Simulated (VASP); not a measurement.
# Settings for Se: self-consistent run

Se, P1 (no. 1), 54 atoms in the cell. PBE; PAW potentials Se (PBE set). VASP 6.6.1.

Wanted: energy within 2 meV/atom; forces within 0.01 eV/Å.

What the run is for: forces in a large cell; Accuracy asked: standard; Cell repeated: 3 × 3 × 2.

POSCAR:
```
Se
1.0
   13.0986000000      0.0000000000      0.0000000000
   -6.5493000000     11.3437203540      0.0000000000
    0.0000000000      0.0000000000      9.9072000000
Se
54
Direct
    0.2570980000      0.2582620000     -0.0014980000
    0.2556460000      0.2590440000      0.5044460000
    0.2600320000      0.5942720000     -0.0002930000
    0.2588780000      0.5919710000      0.5020760000
    0.2559810000      0.9245840000      0.0062780000
    0.2575790000      0.9212660000      0.4940980000
    0.5904640000      0.2590430000     -0.0013740000
    0.5918750000      0.2590970000      0.4981960000
    0.5909520000      0.5927010000      0.0004960000
    0.5964090000      0.5932620000      0.4999890000
    0.5941650000      0.9260100000     -0.0019970000
    0.5925540000      0.9249210000      0.5040000000
    0.9267480000      0.2568230000      0.0045490000
    0.9254850000      0.2571980000      0.4984990000
    0.9274260000      0.5938880000      0.0039910000
[... 26 lines left out ...]
    0.0752980000      0.6681310000      0.6699920000
    0.4035300000      0.0002950000      0.1670380000
    0.4126620000      0.0020570000      0.6619760000
    0.4092700000      0.3355510000      0.1691910000
    0.4036730000      0.3291800000      0.6635010000
    0.4108930000      0.6644490000      0.1756880000
    0.4082390000      0.6643170000      0.6683110000
    0.7397720000     -0.0007160000      0.1674150000
    0.7409060000      0.0015820000      0.6675000000
    0.7435400000      0.3363710000      0.1707190000
    0.7418740000      0.3311300000      0.6633680000
    0.7385320000      0.6658000000      0.1639440000
    0.7437750000      0.6698790000      0.6613490000
```

The series start from Plane-wave cutoff (eV): 240; Projection operators (LREAL): Auto, ROPT -0.00025; Precision mode (PREC): Normal; Electronic threshold (eV): 1e-5; Parallel layout: defaults; Program: vasp_std; Data layout and linear algebra: defaults. Each series keeps the choices made before it, and each single choice may use up half of a tolerance.

## Plane-wave cutoff (eV)

| Plane-wave cutoff (eV) | Energy less reference (meV/atom) | Forces, largest deviation (eV/Å) | SCF iterations | Time (s) |
|---|---|---|---|---|
| 190 | 8.0 | 0.028 | 14 | 51 |
| 210 | 5.3 | 0.019 | 14 | 48 |
| 240 | 0.9 | 0.012 | 14 | 61 |
| 270 | 0.7 | 0.010 | 14 | 54 |
| 340 (reference) | 0.0 | 0.000 | 13 | 59 |

Chosen: 340; the next looser run is off by more than half of the tolerance, so convergence isn't shown beyond this value.

## Projection operators (LREAL)

| Projection operators (LREAL) | Energy less reference (meV/atom) | Forces, largest deviation (eV/Å) | SCF iterations | Time (s) |
|---|---|---|---|---|
| Auto, ROPT -0.005 | -7.6 | 0.457 | 13 | 52 |
| Auto, ROPT -0.002 | -2.7 | 0.210 | 13 | 50 |
| Auto, ROPT -0.001 | 0.7 | 0.014 | 13 | 56 |
| Auto, ROPT -0.0005 | 0.7 | 0.014 | 13 | 54 |
| Auto, ROPT -0.00025 | -0.4 | 0.002 | 13 | 59 |
| Auto, ROPT -0.0001 | -0.3 | 0.001 | 13 | 60 |
| False (reference) | 0.0 | 0.000 | 13 | 129 |

Chosen: Auto, ROPT -0.00025, the loosest value from which every tighter one stays within half of the tolerance.

## Precision mode (PREC)

| Precision mode (PREC) | Energy less reference (meV/atom) | Forces, largest deviation (eV/Å) | SCF iterations | Time (s) |
|---|---|---|---|---|
| SingleN | -0.1 | 0.013 | 13 | 58 |
| Normal | 0.0 | 0.002 | 13 | 59 |
| Accurate (reference) | 0.0 | 0.000 | 13 | 105 |

Chosen: Normal.

## Electronic threshold (eV)

| Electronic threshold (eV) | Energy less reference (meV/atom) | Forces, largest deviation (eV/Å) | SCF iterations | Time (s) |
|---|---|---|---|---|
| 0.001 | 0.0 | 0.006 | 10 | 46 |
| 0.0001 | 0.0 | 0.001 | 12 | 55 |
| 1e-5 | 0.0 | 0.001 | 13 | 59 |
| 1e-6 | 0.0 | 0.000 | 15 | 71 |
| 1e-7 (reference) | 0.0 | 0.000 | 18 | 81 |

Chosen: 0.0001.

## Parallel layout

| Parallel layout | Energy less reference (meV/atom) | Forces, largest deviation (eV/Å) | SCF iterations | Time (s) |
|---|---|---|---|---|
| defaults | 0.0 | 0.000 | 12 | 55 |
| NCORE=2 | 0.0 | 0.000 | 12 | 60 |
| NCORE=4 | 0.0 | 0.000 | 12 | 55 |
| NCORE=8 | 0.0 | 0.000 | 12 | 54 |
| NPAR=2 | 0.0 | 0.000 | 12 | 57 |

Chosen: defaults; no other choice that stays within half of the tolerance saves 30 % of the time.

## Program

| Program | Energy less reference (meV/atom) | Forces, largest deviation (eV/Å) | SCF iterations | Time (s) |
|---|---|---|---|---|
| vasp_std | 0.0 | 0.000 | 12 | 55 |
| vasp_gam | 0.0 | 0.000 | 12 | 49 |

Chosen: vasp_std.

## Data layout and linear algebra

| Data layout and linear algebra | Energy less reference (meV/atom) | Forces, largest deviation (eV/Å) | SCF iterations | Time (s) |
|---|---|---|---|---|
| defaults | 0.0 | 0.000 | 12 | 55 |
| LPLANE=False | 0.0 | 0.000 | 12 | 52 |
| LSCALAPACK=False | 0.0 | 0.000 | 12 | 54 |
| LSCALU=True | 0.0 | 0.000 | 12 | 55 |

Chosen: defaults.

## All choices together

| Input | Energy less reference (meV/atom) | Forces, largest deviation (eV/Å) | Time (s) |
|---|---|---|---|
| the program's defaults (naive) | 8.7 | 0.026 | 49 |
| chosen settings | -0.4 | 0.002 | 55 |
| reference settings throughout | 0.0 | 0.000 | 190 |

The chosen settings stay within the tolerance of the reference run, but the reference itself isn't shown to be converged in: Plane-wave cutoff (eV).

## The input

INCAR:
```
SYSTEM = Se
GGA = PE
ISMEAR = 0
SIGMA = 0.03
LWAVE = .FALSE.
LCHARG = .FALSE.
ISIF = 2
ISYM = 0
PREC = Normal
LASPH = .TRUE.
LREAL = Auto
ALGO = Normal
EDIFF = 1E-4
NELM = 120
GGA_COMPAT = .FALSE.
ENCUT = 340
EFERMI = MIDGAP
ROPT = -0.00025
```

KPOINTS:
```
k-points
0
Gamma
  1 1 1
```

Commands:
```
cat potpaw_PBE.64/Se/POTCAR > POTCAR
mpirun -np 8 vasp_std > vasp.out
```

Limits: Only the k mesh 1 × 1 × 1 was run, so its error is untested.

The chosen input took VASP 6.6.1 55 s on 8 cores (Intel Xeon Platinum 8259CL @ 2.50GHz (Skylake/Cascade Lake)), a shared host.

## An input that fails: Gamma-only program on a mesh of k points

VASP's message: You are using the Gamma-point-only version with more than one k-point or some other non-Gamma k-point.

k mesh: 1 × 1 × 1 becomes 2 × 2 × 2.

Changes against the starting input:
```
- NELM = 120
+ NELM = 75
- vasp_std
+ vasp_gam
(KPOINTS)
-k-points
+Automatic mesh
-  1 1 1
+  2 2 2
+  0 0 0
```
